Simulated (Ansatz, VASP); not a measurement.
Cr in VASP and in Ansatz

INCAR

```
ALGO     = Fast           # electronic algorithm
EDIFF    = 1E-7           # SCF threshold, eV
ENCUT    = 520            # plane-wave cutoff, eV
ISIF     = 2              # what is computed and relaxed
ISMEAR   = 0              # smearing method
LASPH    = True           # aspherical terms in the spheres
LCHARG   = False          # write CHGCAR
LREAL    = False          # projectors in reciprocal space
LWAVE    = False          # write WAVECAR
NBANDS   = 19             # bands
NELM     = 60             # most SCF steps
PREC     = Accurate       # precision mode
SIGMA    = 0.1            # smearing width, eV
```

Contents of KPOINTS:

```
k-points
0
Gamma
  9 9 24
```

File POSCAR:

```
Cr
1.0
    3.9621891203      0.0000000000      0.0000000000
    0.0000000000      3.9621889518     -0.0011554563
    0.0000000000      1.9806902388      1.3904779542
Cr
2
Direct
    0.5000000000      0.5000000000      0.0000000000
    0.0000000000      0.0000000000      0.0000000000
```

Input for Ansatz:

```yaml
crystal:
  lattice:
    - [3.9621891203, 0.0, 0.0]
    - [0.0, 3.9621889518, -0.0011554563]
    - [0.0, 1.9806902388, 1.3904779542]
  atoms:
    - { symbol: Cr, position: [0.5, 0.5, 0.0] }
    - { symbol: Cr, position: [0.0, 0.0, 0.0] }
basis:
  ecutwfc: 420
kpoints:
  mp_grid: { grid: [9, 9, 24] }
hamiltonian:
  xc: lda
scf:
  occupations: { method: gaussian, width: 0.1 }
output:
  forces: true
  stress: true
  eigenvalues: true
  write_density: true
  write_potential: true
  elf: true
  volumetric_format: npy
```

Change from the starting cell: band edges of the strained film's bulk.

Alike in both runs: task single point; functional LDA; k mesh 9 × 9 × 24; occupations gaussian, width 0.1 eV; no spin polarisation.

```csv
,VASP,Ansatz
version,VASP 6.6.1,Ansatz 0.2.0
potentials or method,"VASP PAW LDA potentials, release 64 (Cr_pv)","scalar-relativistic, plane waves, PAW"
plane-wave cutoff (eV),520,420
valence electrons in the cell,24,28
```

|  | VASP | Ansatz | Ansatz less VASP |
| --- | --- | --- | --- |
| gap on the k mesh at the Fermi level (eV) | none | none | - |
| pressure (GPa) | -2.1 | -2.1 | +0.02 |
| largest component of the traceless stress (GPa) | 2.11 | 2.13 | +0.025 |

A gap of «none» marks a metal or a gap that the smearing closes. The two sets of potentials don't hold the same shells in valence.

Caveats: the run has no spin polarisation, though such a crystal can be magnetic. Spin polarisation is off, so any magnetic state and its effect on volume and gap are missing.
